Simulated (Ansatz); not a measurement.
These are results of DFT PBE, scalar-relativistic, plane waves, PAW in Ansatz 0.2.0, not measurements. Settings: cutoff 420 eV, Γ-centred meshes spaced at most about 0.3 Å⁻¹, and about 0.25 Å⁻¹ or finer for metals (2π included), Gaussian smearing. Spin is collinear in cells that carry moments; the others ran without spin or lost their moments.

All energies are static (0 K, no zero-point motion).

Compare these two cells of MgO3, each relaxed at this level.

A. (no moments)

Space group Im-3m (No. 229). a = 4.170 Å, b = 4.170 Å, c = 4.170 Å, α = 90.00°, β = 90.00°, γ = 90.00°
```json
{"atom": "Mg", "site": "2a", "symmetry": "m-3m", "x": "0.0000", "y": "0.0000", "z": "0.0000"}
{"atom": "O", "site": "6b", "symmetry": "4/mm.m", "x": "0.5000", "y": "0.0000", "z": "0.0000"}
```

B. (parallel moments up to 0.6 μB)

Space group P6_3/mmc (No. 194). a = 6.034 Å, b = 6.034 Å, c = 3.477 Å, α = 90.00°, β = 90.00°, γ = 120.00°
| atom | site | symmetry | x | y | z |
| --- | --- | --- | --- | --- | --- |
| Mg | 2c | -6m2 | 0.3333 | 0.6667 | 0.2500 |
| O | 6h | mm2 | 0.7738 | 0.5476 | 0.2500 |

Question: Which would you expect to be lower, and how large is the difference?

Answer: A is lower, by 0.37 eV/atom. A has space group Im-3m (No. 229), 9.1 Å³/atom and no gap on its mesh; B has space group P6_3/mmc (No. 194), 13.7 Å³/atom and no gap. Counting O atoms around Mg (those within 1.25 times the shortest such distance or 1.15 times the sum of covalent radii), A and B both have Mg 6. Their magnetic states differ too. Both come from invented guesses.

No dispersion correction is applied, so the spacing and binding between layers, chains or molecules are poorly described (P6_3/mmc), and this can change margins and order among such cells. The magnetic state reached may not be the lowest. Cells relaxed within their symmetry can be saddle points. Some candidate types were left out of the draw beforehand, so a known form may be missing.
